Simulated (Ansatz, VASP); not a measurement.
This is a calculation of SrO for Ansatz 0.2.0.

File input.yaml:

```yaml
crystal:
  lattice:
    - [0.0, 2.5663, 2.617626]
    - [2.5663, 0.0, 2.617626]
    - [2.5663, 2.5663, 0.0]
  atoms:
    - { symbol: Sr, position: [0.5, 0.5, 0.5] }
    - { symbol: O, position: [0.0, 0.0, 0.0] }
hamiltonian:
  xc: pbe
  pseudopotentials: { kind: paw }
kpoints:
  mp_grid: { grid: [9, 9, 9] }
scf:
  occupations: { method: fermi_dirac, width: 0.05 }
output:
  forces: true
  stress: true
  eigenvalues: true
```

Potentials or basis: Ansatz PAW.

Launch:

```bash
$ ansatz run input.yaml --threads 2 --pin off --max-ram 5632MiB --backend cpu --events-out ev --progress --plain --runs-dir out
```

Q: Translate it to VASP 6.6.1. Potentials there: VASP PAW PBE potentials, release 64 (Sr_sv, O).

A: As run (the cutoff follows the program's own potentials):

Contents of INCAR:

```
SYSTEM = SrO
PREC     = Accurate       ! precision mode
ENCUT    = 520            ! plane-wave cutoff, eV
EDIFF    = 1E-6           ! SCF threshold, eV
ISMEAR   = -1             ! smearing method
SIGMA    = 0.05           ! smearing width, eV
LREAL    = .FALSE.        ! projectors in reciprocal space
LASPH    = .TRUE.         ! aspherical terms in the spheres
NELM     = 60             ! most SCF steps
ALGO     = Normal         ! electronic algorithm
ISIF     = 2              ! what is computed and relaxed
LWAVE    = .FALSE.        ! write WAVECAR
LCHARG   = .FALSE.        ! write CHGCAR
GGA      = PE             ! functional
NBANDS   = 15             ! bands
```

KPOINTS

```
Automatic mesh
0
G
  9 9 9
  0 0 0
```

File POSCAR:

```
SrO
1.0
    0.0000000000      2.5663000000      2.6176260000
    2.5663000000      0.0000000000      2.6176260000
    2.5663000000      2.5663000000      0.0000000000
Sr O
1 1
Direct
    0.5000000000      0.5000000000      0.5000000000
    0.0000000000      0.0000000000      0.0000000000
```

Potentials or basis: VASP PAW PBE potentials, release 64 (Sr_sv, O).

Run with:

```sh
$ cat potpaw_PBE.64/Sr_sv/POTCAR potpaw_PBE.64/O/POTCAR > POTCAR
$ mpirun -np 1 vasp_std > vasp.out
```

Both were run:

|  | VASP | Ansatz | Ansatz less VASP |
| --- | --- | --- | --- |
| gap on the k mesh at the Fermi level (eV) | 3.29 | 3.33 | +0.047 |
| least direct gap on the mesh (eV) | 3.39 | 3.42 | +0.036 |
| pressure (GPa) | 2.1 | 1.5 | -0.55 |
| largest component of the traceless stress (GPa) | 1.68 | 1.59 | -0.089 |

Caveats: an odd mesh through Γ misses points on the zone boundary, where band edges often lie (VASP); odd divisions of the mesh miss points on the zone boundary, where band edges often lie, so the gap on the mesh can be too wide (Ansatz); the pressure holds a Pulay correction of +0.4 GPa for the finite cutoff (Ansatz).
